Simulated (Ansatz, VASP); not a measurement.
## Ti2Si in VASP and in Ansatz

```
Ti Si
1.0
     4.40150    0.00000    0.00000
    -2.20075    3.81181    0.00000
     0.00000    0.00000    2.65003
Ti Si
2 1
Direct
  0.33333 0.66667 0.50000
  0.66667 0.33333 0.50000
  0.00000 0.00000 0.00000
```

Change from the starting cell: species swapped into the TbGa2 type (P6/mmm, No. 191).

Alike in both runs: task relaxation of cell and atoms; functional PBE; k mesh 12 × 12 × 18; occupations gaussian, width 0.1 eV; no spin polarisation.

|  | VASP | Ansatz |
| --- | --- | --- |
| version | VASP 6.6.1 | Ansatz 0.2.0 |
| potentials or method | VASP PAW PBE potentials, release 64 (Ti_sv, Si) | scalar-relativistic, plane waves, PAW |
| plane-wave cutoff (eV) | 600 | 420 |
| valence electrons in the cell | 28 | 28 |

```tsv
	VASP	Ansatz	Ansatz less VASP
gap on the k mesh at the Fermi level, each at its own relaxed structure (eV)	none	none	-
relaxed volume (Å³/atom)	14.81	14.83	+0.024
relaxed cell length with the largest relative difference (Å)	4.405	4.408	+0.0026
```

A gap of «none» marks a metal or a gap that the smearing closes.
